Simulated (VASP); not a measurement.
**TiTe2: relaxation of cell and atoms with RPBE**

Crystal: TiTe2.

```
Ti Te
1.0
     3.02557    0.00000    0.00000
     0.00000    3.02557    0.00000
     0.00000    0.00000    9.30163
Ti Te
1 2
Direct
  0.00000 0.00000 0.00000
  0.00000 0.00000 0.29431
  0.00000 0.00000 0.70569
```

The cell was built by a generator and needn't be a form met in nature.

```yaml
Program: VASP 6.6.1
Task: relaxation of cell and atoms
Functional: RPBE
Potentials_or_basis: VASP PAW PBE potentials, release 64 (Ti_sv, Te)
Cutoff: 600 eV
k_mesh: 9 × 9 × 3
Occupations: gaussian, width 0.05 eV
Spin: no spin polarisation
Further_INCAR_settings: ALGO = Normal; EDIFF = 1e-06; IBRION = 2; EDIFFG = -0.01; NSW = 40; ISIF = 3
```

| Property | Result |
| --- | --- |
| Relaxed volume | 35.99 Å³/atom |
| Relaxed cell | a = 3.119 Å, b = 3.119 Å, c = 11.102 Å, α = 90.00°, β = 90.00°, γ = 90.00° |
| Space group after relaxing (to 0.05 Å) | P4/mmm (No. 123) |
| Energy gained by relaxing | 61.6 meV/atom |
| Ionic steps | 33 |
| Pressure after relaxing | 0.0 GPa |
| Band gap on the k mesh | none (metal or under the smearing width) |

Forces on the atoms (eV/Å):
```
Ti   0.000  0.000  0.000
Te   0.000  0.000  0.003
Te   0.000  0.000 -0.003
```

Step by step:
```
step  energy change (eV)  largest force (eV/Å)  pressure (GPa)  volume (Å³)
   1              0.0000                0.0452            4.49        85.15
   2             -0.0791                0.4713           -1.39        95.33
   3             -0.0930                0.3351            0.04        92.26
   4             -0.1019                0.2532            0.08        92.71
   5             -0.1074                0.0804            0.16        93.54
   6             -0.1112                0.0731            0.14        93.79
   7             -0.1212                0.0530            0.05        94.55
   8             -0.1369                0.0191           -0.06        96.07
   9             -0.1565                0.0401           -0.20        99.12
  10             -0.1670                0.1698           -0.20       105.28
  11             -0.1679                0.2501           -0.15       105.21
  12             -0.1823                0.0561           -0.24       105.27
  13             -0.1823                0.0516           -0.24       105.27
  14             -0.1825                0.0069            0.25       104.21
  15             -0.1829                0.0203            0.03       104.69
  16             -0.1829                0.0214            0.03       104.71
  17             -0.1829                0.0224            0.02       104.73
  18             -0.1829                0.0133            0.01       104.78
  19             -0.1829                0.0065            0.01       104.81
  20             -0.1830                0.0074            0.03       104.85
  21             -0.1831                0.0095            0.02       104.95
  22             -0.1832                0.0139           -0.03       105.16
  23             -0.1835                0.0219           -0.08       105.57
  24             -0.1838                0.0379           -0.16       106.40
  25             -0.1838                0.0446           -0.20       106.74
  26             -0.1838                0.0440           -0.19       106.76
  27             -0.1839                0.0422           -0.16       106.81
  28             -0.1840                0.0383           -0.17       106.92
  29             -0.1843                0.0305           -0.12       107.14
  30             -0.1846                0.0147           -0.02       107.58
  31             -0.1846                0.0207            0.13       108.45
  32             -0.1847                0.0072            0.06       108.10
  33             -0.1847                0.0025            0.03       107.97
```

Final structure:
```yaml
crystal:
  lattice:
    - [3.11854, 0.00000, 0.00000]
    - [0.00000, 3.11854, 0.00000]
    - [0.00000, 0.00000, 11.10207]
  atoms:
    - { symbol: Ti, position: [0.00000, 0.00000, 0.00000] }
    - { symbol: Te, position: [0.00000, 0.00000, 0.24968] }
    - { symbol: Te, position: [0.00000, 0.00000, 0.75032] }
```

Levels at points of the mesh, in eV from the Fermi level:
```csv
k point,band 8,band 9,band 10,band 11,band 12,band 13,band 14,band 15,band 16
"(0.00, 0.00, 0.00)",-3.83,-1.99,-0.61,1.00,1.00,1.76,2.05,2.23,2.23
```

Wall time 13 min on 1 thread of Intel(R) Xeon(R) Platinum 8259CL CPU @ 2.50GHz (Skylake/Cascade Lake), with other jobs on the host, peak memory 0.24 GiB.

Caveat: the volume moved by over 15 % at a fixed basis, so the end points are rough; the PAW data sets were made with another functional, which shifts forces and pressure a little; this functional lacks dispersion, which binds the layers, so the pressure and a relaxed spacing across them are unreliable, and here the layers came unbound. The run has no spin-orbit coupling, so splittings on Te are missing.
